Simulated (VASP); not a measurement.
Calculation: LDA (Ceperley-Alder, Perdew-Zunger), VASP's LDA PAW potentials (set 64) (plane waves; VASP).

The input files of a VASP run:

### POSCAR
```
BeO
1.0
  1.3466670985  -2.3324962340   0.0000000000
  1.3466670985   2.3324962340   0.0000000000
  0.0000000000   0.0000000000   4.3727364643
Be O
2 2
Cart
  1.3466670985  -0.7775002997   2.1866339677
  1.3466670985   0.7775002997   0.0002657356
  1.3466670985  -0.7775002997   3.8389968801
  1.3466670985   0.7775002997   1.6526286479
```

**INCAR**
```
ALGO = Normal
EDIFF = 1E-7
EDIFFG = -0.01
ENCUT = 520
IBRION = 2
ISIF = 4
ISMEAR = 0
LASPH = T
LCHARG = F
LREAL = F
LWAVE = F
NELM = 100
NSW = 30
PREC = Accurate
SIGMA = 0.05
SYSTEM = BeO
```

KPOINTS:
```
Automatic
0
gamma
 9 9 5
0 0 0
```

POTCAR, in this order: Be O (LDA.64 set). Program: vasp_std.

Output of the run:

OSZICAR:
```
       N       E                     dE             d eps       ncg     rms          rms(c)
DAV:   1     0.504839298293E+02    0.50484E+02   -0.89241E+03   872   0.127E+03
DAV:   2    -0.311178454739E+02   -0.81602E+02   -0.76885E+02  1140   0.256E+02
DAV:   3    -0.337557821167E+02   -0.26379E+01   -0.26279E+01  1128   0.471E+01
DAV:   4    -0.337682540564E+02   -0.12472E-01   -0.12470E-01  1020   0.371E+00
DAV:   5    -0.337683294280E+02   -0.75372E-04   -0.75371E-04  1112   0.280E-01    0.894E+00
DAV:   6    -0.315622824818E+02    0.22060E+01   -0.73822E+00   996   0.244E+01    0.290E+00
DAV:   7    -0.314866517181E+02    0.75631E-01   -0.13852E-01   976   0.361E+00    0.181E+00
DAV:   8    -0.314452286608E+02    0.41423E-01   -0.50766E-02   944   0.246E+00    0.287E-01
DAV:   9    -0.314439560762E+02    0.12726E-02   -0.48745E-03  1112   0.686E-01    0.580E-02
DAV:  10    -0.314440100331E+02   -0.53957E-04   -0.88095E-05  1004   0.969E-02    0.992E-03
DAV:  11    -0.314440095816E+02    0.45149E-06   -0.25404E-06  1116   0.154E-02    0.414E-03
DAV:  12    -0.314440095084E+02    0.73277E-07   -0.12261E-06  1032   0.989E-03    0.575E-04
DAV:  13    -0.314440094822E+02    0.26197E-07   -0.16091E-08   656   0.134E-03
   1 F= -.31444009E+02 E0= -.31444009E+02  d E =-.314440E+02
```

File OUTCAR:
```
------------------------ aborting loop because EDIFF is reached ----------------------------------------
  FORCE on cell =-STRESS in cart. coord.  units (eV):
  Direction    XX          YY          ZZ          XY          YZ          ZX
  --------------------------------------------------------------------------------------
  Total       -1.1105462     -1.1105466     -1.0696301      0.0000000     -0.0000000      0.0000000
  in kB      -64.7713162    -64.7713383    -62.3849322      0.0000000     -0.0000000      0.0000000
  external PRESSURE =     -63.9758622 kB  Pullay stress =       0.0000000 kB
  volume of cell :       27.47
      direct lattice vectors                 reciprocal lattice vectors
     1.346667098 -2.332496234  0.000000000     0.371287010 -0.214362618  0.000000000
     1.346667098  2.332496234  0.000000000     0.371287010  0.214362618  0.000000000
     0.000000000  0.000000000  4.372736464     0.000000000  0.000000000  0.228689748
 POSITION                                       TOTAL-FORCE (eV/Angst)
 -----------------------------------------------------------------------------------
      1.34667     -0.77750      2.18663         0.000000      0.000000      0.006586
      1.34667      0.77750      0.00027         0.000000      0.000000      0.006586
      1.34667     -0.77750      3.83900        -0.000000      0.000000     -0.006586
      1.34667      0.77750      1.65263         0.000000     -0.000000     -0.006586
 -----------------------------------------------------------------------------------
    total drift:                               -0.000000      0.001570      0.000748
  FREE ENERGIE OF THE ION-ELECTRON SYSTEM (eV)
  ---------------------------------------------------
  free  energy   TOTEN  =       -31.4440094822 eV

  energy  without entropy=      -31.4440094822  energy(sigma->0) =      -31.44400948

 reached required accuracy - stopping structural energy minimisation
```
(Selected blocks of OUTCAR.)

**OUTCAR**
```
 val. band max:        3.3418641082   @ k =   0.0000   0.0000   0.0000

 cond. band min:      10.9475081303   @ k =   0.0000   0.0000   0.0000


 Fermi energy:         3.5774455388

 k-point     1 :       0.0000    0.0000    0.0000
  band No.  band energies     occupation
      1     -15.1434      2.00000
      2     -13.2519      2.00000
      3      -3.0281      2.00000
      4       2.3046      2.00000
      5       2.3047      2.00000
      6       3.3019      2.00000
      7       3.3019      2.00000
      8       3.3419      2.00000
      9      10.9475      0.00000
     10      14.8558      0.00000
     11      17.3445      0.00000
     12      17.3446      0.00000

 k-point     2 :       0.1111   -0.0000    0.0000
  band No.  band energies     occupation
      1     -14.9935      2.00000
      2     -13.1711      2.00000
      3      -2.8479      2.00000
      4       1.7072      2.00000
      5       2.0525      2.00000
      6       2.6681      2.00000
      7       3.2071      2.00000
      8       3.2285      2.00000
      9      11.4040      0.00000
     10      15.3110      0.00000
     11      17.1900      0.00000
     12      17.5216      0.00000

 k-point     3 :       0.2222    0.0000    0.0000
  band No.  band energies     occupation
      1     -14.5722      2.00000
      2     -12.9717      2.00000
      3      -2.3473      2.00000
      4       0.3047      2.00000
      5       1.3648      2.00000
      6       1.5025      2.00000
      7       2.8755      2.00000
      8       2.9362      2.00000
      9      12.2567      0.00000
     10      15.7280      0.00000
     11      16.0219      0.00000
     12      17.9612      0.00000

 k-point     4 :       0.3333   -0.0000    0.0000
  band No.  band energies     occupation
      1     -13.9784      2.00000
      2     -12.7859      2.00000
      3      -1.9129      2.00000
      4      -0.7880      2.00000
      5       0.0978      2.00000
      6       0.9719      2.00000
...
```

The compound is BeO in the wurtzite structure. This cell is one point of a volume scan, at 1.03 of the reference volume.
